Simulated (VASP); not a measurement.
# NaCl (Fm-3m) in VASP: relaxation of cell and atoms with PBE

Aim: the relaxation of cell and atoms of NaCl with PBE.

All numbers are computed with VASP 6.6.1; they aren't measurements. Logs are shortened: lines on timing, memory, paths and dates and some standing lists are left out, and cuts for length are marked.

### Step 1. The structure

Symmetry: Fm-3m, No. 225, cubic system. The conventional cell has a = 5.620 Å, b = 5.620 Å, c = 5.620 Å, α = 90.00°, β = 90.00°, γ = 90.00°. Around Na (site symmetry m-3m) lie 6 Cl at 2.81 Å. Cl (site symmetry m-3m) is surrounded by 6 Na at 2.81 Å.

### Step 2. Relaxation of cell and atoms, PBE

The input, INCAR:

```
PREC = Accurate
ENCUT = 600
EDIFF = 1E-7
ISMEAR = 0
SIGMA = 0.02
LREAL = F
LASPH = T
NELM = 100
ALGO = Fast
ISIF = 3
LWAVE = F
LCHARG = F
GGA = PE
IBRION = 2
NSW = 80
EDIFFG = -0.004
```

The input, KPOINTS:

```
Automatic mesh
0
Gamma
  8 8 8
```

The input, POSCAR:

```
NaCl
1.0
    0.0000000000      2.8100000000      2.8100000000
    2.8100000000      0.0000000000      2.8100000000
    2.8100000000      2.8100000000      0.0000000000
Na Cl
1 1
Direct
    0.0000000000      0.0000000000      0.0000000000
    0.5000000000      0.5000000000      0.5000000000
```

Potentials or basis: VASP PAW PBE potentials, release 64 (Na_pv, Cl).

Command:

```sh
> cat potpaw_PBE.64/Na_pv/POTCAR potpaw_PBE.64/Cl/POTCAR > POTCAR
> mpirun -np 1 vasp_std > vasp.out
```

OUTCAR:

```text
PREC = Accurate
   ENCUT = 600
   EDIFF = 1E-7
   ISMEAR = 0
   LREAL = F
   LASPH = T
   NELM = 100
   ISIF = 3
   GGA = PE
   IBRION = 2
   NSW = 80
   EDIFFG = -0.004

 ion  position               nearest neighbor table
   1  0.000  0.000  0.000-
   2  0.500  0.500  0.500-

  LATTYP: Found a face centered cubic cell.
 ALAT       =     5.6200000000

  Lattice vectors:

 A1 = (   0.0000000000,   2.8100000000,   2.8100000000)
 A2 = (   2.8100000000,   0.0000000000,   2.8100000000)
 A3 = (   2.8100000000,   2.8100000000,   0.0000000000)

Analysis of symmetry for initial positions (statically):
=====================================================================
 Subroutine PRICEL returns:
 Original cell was already a primitive cell.

 Routine SETGRP: Setting up the symmetry group for a
 face centered cubic supercell.

 Subroutine GETGRP returns: Found 48 space group operations
 (whereof 48 operations were pure point group operations)
 out of a pool of 48 trial point group operations.

The static configuration has the point symmetry O_h .

Analysis of symmetry for dynamics (positions and initial velocities):
=====================================================================
 Subroutine PRICEL returns:
 Original cell was already a primitive cell.

 Routine SETGRP: Setting up the symmetry group for a
 face centered cubic supercell.

 Subroutine GETGRP returns: Found 48 space group operations
 (whereof 48 operations were pure point group operations)
 out of a pool of 48 trial point group operations.

The dynamic configuration has the point symmetry O_h .

 Subroutine INISYM returns: Found 48 space group operations
 (whereof 48 operations are pure point group operations),
 and found     1 'primitive' translations

----------------------------------------------------------------------------------------

                                     Primitive cell

  volume of cell :      44.3761

  direct lattice vectors                    reciprocal lattice vectors
     0.000000000  2.810000000  2.810000000    -0.177935943  0.177935943  0.177935943
     2.810000000  0.000000000  2.810000000     0.177935943 -0.177935943  0.177935943
     2.810000000  2.810000000  0.000000000     0.177935943  0.177935943 -0.177935943

  length of vectors
     3.973940110  3.973940110  3.973940110     0.308194094  0.308194094  0.308194094

  position of ions in fractional coordinates (direct lattice)
     0.000000000  0.000000000  0.000000000
     0.500000000  0.500000000  0.500000000

  ion indices of the primitive-cell ions
   primitive index   ion index
                 1           1
                 2           2

----------------------------------------------------------------------------------------

 KPOINTS: Automatic mesh

Automatic generation of k-mesh.
 Grid dimensions read from file:
 generate k-points for:    8    8    8

 Generating k-lattice:

  Cartesian coordinates                     Fractional coordinates (reciprocal lattice)
    -0.022241993  0.022241993  0.022241993     0.125000000  0.000000000  0.000000000
     0.022241993 -0.022241993  0.022241993     0.000000000  0.125000000  0.000000000
     0.022241993  0.022241993 -0.022241993     0.000000000  0.000000000  0.125000000

  Length of vectors
     0.038524262  0.038524262  0.038524262

  Shift w.r.t. Gamma in fractional coordinates (k-lattice)
     0.000000000  0.000000000  0.000000000

 Subroutine IBZKPT returns following result:
 ===========================================

 Found     29 irreducible k-points:

 Following reciprocal coordinates:
            Coordinates               Weight
  0.000000  0.000000  0.000000      1.000000
  0.125000  0.000000  0.000000      8.000000
  0.250000  0.000000  0.000000      8.000000
  0.375000  0.000000  0.000000      8.000000
  0.500000  0.000000  0.000000      4.000000
  0.125000  0.125000  0.000000      6.000000
[... 16 lines left out ...]
  0.500000  0.250000  0.125000     48.000000
 -0.375000  0.250000  0.125000     24.000000
 [... further k-points ...]
   k-points           NKPTS =     29   k-points in BZ     NKDIM =     29   number of bands    NBANDS=     11
   number of dos      NEDOS =    301   number of ions     NIONS =      2
   total plane-waves  NPLWV =  32768
   dimension x,y,z NGX =    32 NGY =   32 NGZ =   32
   dimension x,y,z NGXF=    64 NGYF=   64 NGZF=   64
   ions per type =               1   1
   NGX,Y,Z   is equivalent  to a cutoff of  13.39, 13.39, 13.39 a.u.
   NGXF,Y,Z  is equivalent  to a cutoff of  26.77, 26.77, 26.77 a.u.
 SYSTEM =  unknown system
   PREC   = accura    normal or accurate (medium, high low for compatibility)
   ISTART =      0    job   : 0-new  1-cont  2-samecut
   ICHARG =      2    charge: 1-file 2-atom 10-const
   ISPIN  =      1    spin polarized calculation?
   LNONCOLLINEAR =      F non collinear calculations
   LSORBIT =      F    spin-orbit coupling
   LASPH  =      T    aspherical Exc in radial PAW
   ENCUT  =  600.0 eV  44.10 Ry    6.64 a.u.   7.94  7.94  7.94*2*pi/ulx,y,z
   NELM   =    100;   NELMIN=  2; NELMDL= -5     # of ELM steps
   EDIFF  = 0.1E-06   stopping-criterion for ELM
   LREAL  =      F    real-space projection
   EDIFFG = -.4E-02   stopping-criterion for IOM
   NSW    =     80    number of steps for IOM
   IBRION =      2    ionic relax: 0-MD 1-quasi-New 2-CG
   NFREE  =      1    steps in history (QN), initial steepest desc. (CG)
   ISIF   =      3    stress and relaxation
   ISYM   =      2    0-nonsym 1-usesym 2-fastsym
   POTIM  = 0.5000    time-step for ionic-motion
   TEBEG  =    0.0;   TEEND  =   0.0 temperature during run
   PSTRESS=    0.0 pullay stress
   NELECT =      14.0000    total number of electrons
   NUPDOWN=      -1.0000    fix difference up-down
   EMIN   =  10.00;   EMAX   =-10.00  energy-range for DOS
   EFERMI =   0.00;   METHOD = LEGACY
   ISMEAR =     0;   SIGMA  =   0.02  broadening in eV -4-tet -1-fermi 0-gaus
   EFERMI_NEDOS =   21; number of points for ismear=-14 and -15
   IALGO  =     68    algorithm
   IMIX   =      4    mixing-type and parameters
     AMIX     =   0.40;   BMIX     =  1.00
     AMIX_MAG =   1.60;   BMIX_MAG =  1.00
  volume/ion in A,a.u.               =      22.19       149.73
  Fermi-wavevector in a.u.,A,eV,Ry     =   1.114469  2.106040 16.898985  1.242040
  Thomas-Fermi vector in A             =   2.251064
   LORBIT       =      0    0 simple, 1 ext, 2 COOP (PROOUT), +10 PAW based schemes
   GGA     = PE    functional components
   LHFCALC =     F    Hartree Fock is set to
   AEXX    =    0.0000 exact exchange contribution
   IVDW    =     0    specifies the selected vdW correction
   LEPSILON=     F    determine dielectric tensor
   LRPA    =     F    only Hartree local field effects (RPA)
 conjugate gradient relaxation of ions
 non-spin polarized calculation
 RMM-DIIS sequential band-by-band and
 Gauss-broadening in eV      SIGMA  =   0.02
  energy-cutoff  :      600.00
  volume of cell :       44.38
 maximum number of plane-waves:      1494
   NGX = 15   NGY = 15   NGZ = 15

--------------------------------------- Ionic step        1  -------------------------------------------

 number of electron      14.0000007 magnetization

 Free energy of the ion-electron system (eV)
  ---------------------------------------------------
  ext. energy  EPLUGINS =         0.00000000
  ---------------------------------------------------
  free energy    TOTEN  =        -6.77227721 eV

  energy without entropy =       -6.77227721  energy(sigma->0) =       -6.77227721

------------------------ aborting loop because EDIFF is reached ----------------------------------------

  FORCE on cell =-STRESS in cart. coord.  units (eV):
  Direction    XX          YY          ZZ          XY          YZ          ZX
  --------------------------------------------------------------------------------------
  -------------------------------------------------------------------------------------
  Total        0.2882359      0.2882359      0.2882359     -0.0000000      0.0000000      0.0000000
  in kB       10.4066188     10.4066188     10.4066188     -0.0000000      0.0000000      0.0000000
  external PRESSURE =      10.4066188 kB  Pullay stress =       0.0000000 kB
[... 57 lines left out ...]
  energy  without entropy=       -6.7767151428  energy(sigma->0) =       -6.77671514

--------------------------------------- Ionic step        3  -------------------------------------------

 number of electron      13.9999997 magnetization

 Free energy of the ion-electron system (eV)
  ---------------------------------------------------
  ext. energy  EPLUGINS =         0.00000000
  ---------------------------------------------------
  free energy    TOTEN  =        -6.77804454 eV

  energy without entropy =       -6.77804454  energy(sigma->0) =       -6.77804454

 E-fermi :  -0.8064     XC(G=0):  -8.0436

 val. band max:       -0.8960539659   @ k =   0.0000   0.0000   0.0000
 cond. band min:       4.1029357723   @ k =   0.0000   0.0000   0.0000
 fundamental gap:      4.9989897382
 Fermi energy:        -0.8064410320

 k-point     1 :       0.0000    0.0000    0.0000
  band No.  band energies     occupation
      1     -21.7699      2.00000
      2     -21.7699      2.00000
      3     -21.7699      2.00000
      4     -13.4912      2.00000
      5      -0.8961      2.00000
      6      -0.8961      2.00000
      7      -0.8961      2.00000
      8       4.1029      0.00000
      9      10.1938      0.00000
     10      10.1938      0.00000
     11      10.1938      0.00000
[... 309 lines left out ...]
 k-point    24 :      -0.3750    0.2500    0.1250
  band No.  band energies     occupation
      1     -21.7904      2.00000
      2     -21.7771      2.00000
      3     -21.7738      2.00000
      4     -13.1527      2.00000
      5      -2.4708      2.00000
      6      -1.6190      2.00000
      7      -1.2851      2.00000
      8       7.3600      0.00000
      9       8.5152      0.00000
     10       9.2529      0.00000
     11      10.7295      0.00000

 [... further k-points ...]

------------------------ aborting loop because EDIFF is reached ----------------------------------------

  FORCE on cell =-STRESS in cart. coord.  units (eV):
  Direction    XX          YY          ZZ          XY          YZ          ZX
  --------------------------------------------------------------------------------------
  -------------------------------------------------------------------------------------
  Total        0.0057245      0.0057245      0.0057245      0.0000000      0.0000000      0.0000000
  in kB        0.1986710      0.1986710      0.1986710      0.0000000      0.0000000      0.0000000
  external PRESSURE =       0.1986710 kB  Pullay stress =       0.0000000 kB
[... 17 lines left out ...]
  FREE ENERGIE OF THE ION-ELECTRON SYSTEM (eV)
  ---------------------------------------------------
  free  energy   TOTEN  =        -6.7780445391 eV

  energy  without entropy=       -6.7780445391  energy(sigma->0) =       -6.77804454

 reached required accuracy - stopping structural energy minimisation
```

It took 16 s on 1 thread of Intel Xeon 6975P-C (Granite Rapids), shared host; peak memory 0.17 GiB.

Results:

* Free energy: -6.7780 eV
* Relaxed volume: 23.08 Å³/atom
* Relaxed cell: a = 4.027 Å, b = 4.027 Å, c = 4.027 Å, α = 60.00°, β = 60.00°, γ = 60.00°
* Space group after relaxing (to 0.05 Å): Fm-3m (No. 225)
* Energy gained by relaxing: 2.9 meV/atom
* Ionic steps: 3
* Pressure after relaxing: 0.0 GPa
* Band gap on the k mesh: 5.00 eV, direct

The path:
```
step  energy change (eV)  largest force (eV/Å)  pressure (GPa)  volume (Å³)
   1              0.0000                0.0000            1.04        44.38
   2             -0.0044                0.0000            0.48        45.31
   3             -0.0058                0.0000            0.02        46.17
```

Final structure:
```
CELL_PARAMETERS angstrom
0.00000 2.84727 2.84727
2.84727 0.00000 2.84727
2.84727 2.84727 0.00000
ATOMIC_POSITIONS crystal
Na 0.00000 0.00000 0.00000
Cl 0.50000 0.50000 0.50000
```

Levels at points of the mesh, in eV from the valence-band top:
```
           k point  band 3  band 4  band 5  band 6  band 7  band 8  band 9  band 10  band 11
(0.00, 0.00, 0.00)  -20.87  -12.60    0.00    0.00    0.00    5.00   11.09    11.09    11.09
(0.50, 0.00, 0.00)  -20.88  -12.29   -1.84   -0.25   -0.25    7.22   10.39    10.90    10.90
(0.50, 0.50, 0.00)  -20.88  -12.24   -1.58   -0.57   -0.57    7.45    8.10    11.12    14.52
```
